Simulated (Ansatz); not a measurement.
Zincblende MgS, relaxed with r2SCAN in Ansatz 0.2.0: it is cubic, F-43m (No. 216); conventional cell a = 5.662 Å, 22.69 Å³ an atom. Mg is surrounded by 4 S at 2.45 Å; S is surrounded by 4 Mg at 2.45 Å. The cell was then strained (x, y and z are the cube axes), with the atoms relaxed again; stress is positive in compression. These are computed values for a spin-unpolarised cell that may be hypothetical; none is a measurement.

- Uniaxial -1.33 % along x, other directions held: r2SCAN's stress changes by +1.01 GPa along the strain and +0.73 GPa across it.
- Isotropic -1.5 % on every length: the pressure changes by +2.98 GPa, and the HSE06 gap (Γ) goes from 4.528 to 4.774 eV.
- Epitaxial strain of -1.54 % in the (001) plane: the free normal strain is +2.08 % and the in-plane stress changes by +0.91 GPa.
- Uniaxial strain of -0.5 % along [111], atoms relaxed: the xy stress changes by +0.107 GPa.
- That strain splits the valence top at Γ by 0.030 eV (r2SCAN).

Q: Estimate C₁₁, C₁₂ and the bulk modulus from the uniaxial step.

A: With compression positive, C₁₁ ≈ −Δσ∥/ε = (-1.01)/(-0.0133) = 76 GPa and C₁₂ ≈ (-0.73)/(-0.0133) = 55 GPa; B = (C₁₁ + 2C₁₂)/3 = 62 GPa. A one-sided step carries third-order terms: it reads high by some per cent.

Q: What bulk modulus does the isotropic step give?

A: Δ ln V = 3 ln(0.9850) = -0.0453, so B ≈ −ΔP/Δ ln V = 66 GPa, against 62 GPa from C₁₁ and C₁₂; one-sided steps of finite size carry third-order terms.

Q: Give the volume deformation potential of that gap and its pressure coefficient.

A: a_V = ΔE_g/Δ ln V = (+0.246)/(-0.0453) = -5.43 eV; dE_g/dP = −a_V/B = +83 meV/GPa, with HSE06's gap and r2SCAN's modulus.

Q: What do the film's normal strain and stress say about the elastic constants?

A: ε⊥/ε∥ = (+0.0208)/(-0.0154) = -1.35, which linear elasticity sets to −2C₁₂/C₁₁ = -1.45 from the uniaxial step. The biaxial modulus is M = −Δσ/ε∥ = 59 GPa (C₁₁ + C₁₂ − 2C₁₂²/C₁₁ = 51 GPa).

Q: How much elastic energy does the film store, with 22.69 Å³ an atom?

A: u = M ε∥² = −Δσ ε∥ = -0.91 × (-0.0154) = 0.0140 GPa, and 1 GPa Å³ is 6.2415 meV: 1.98 meV an atom. The total energies of the two runs differ by 1.95 meV an atom.

Q: Estimate C₄₄.

A: A strain ε along [111] has ε_xy = ε/3 = -0.00167, an engineering shear of 2ε/3, so C₄₄ ≈ −Δσ_xy/(2ε/3) = 32 GPa, atoms relaxed.

Q: Extract the deformation potential d.

A: Without spin-orbit coupling the splitting is 3√3 |d| ε_xy = √3 |d| |ε|, so |d| = 0.030/(1.732 × 0.0050) = 3.46 eV.

The meshes of the hybrids are coarse, so their gaps aren't converged to the digits shown.
